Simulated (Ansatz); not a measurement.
Ta2N:

```xyz
3
Lattice="3.1129 0.0000 0.0000 -1.5564 2.6958 0.0000 0.0000 0.0000 4.8698" Properties=species:S:1:pos:R:3 pbc="T T T"
Ta    0.0000    1.7972    1.2404
Ta    1.5564    0.8986    3.6294
N     0.0000    0.0000    0.0000
```

The cell comes from a database or a generator and needn't be the stable form of this composition.

Base run:

- Program: Ansatz 0.2.0
- Functional: r2SCAN
- Potentials or basis: Ansatz PAW
- Cutoff: 500 eV (not typed: the program's choice for these potentials)
- k mesh: 10 × 10 × 6
- Occupations: fermi-dirac, width 0.05 eV
- Spin: no spin polarisation

Its results: band gap on the k mesh none (metal or under the smearing width); pressure -5.3 GPa; largest force 0.102 eV/Å.

Task: The run is repeated on the same cell with these changes: functional from r2SCAN to LDA; cutoff from 500 eV (not typed: the program's choice for these potentials) to 420 eV (not typed: the program's choice for these potentials). What comes out?

Result: Band gap on the k mesh none (metal or under the smearing width); pressure -14.5 GPa; largest force 0.445 eV/Å.

Caveats: spin-orbit coupling is left out, which moves the levels of the heavy elements; the PAW data sets come from PBE, with cores solved anew for the run's functional, which leaves a small shift of forces and pressure.
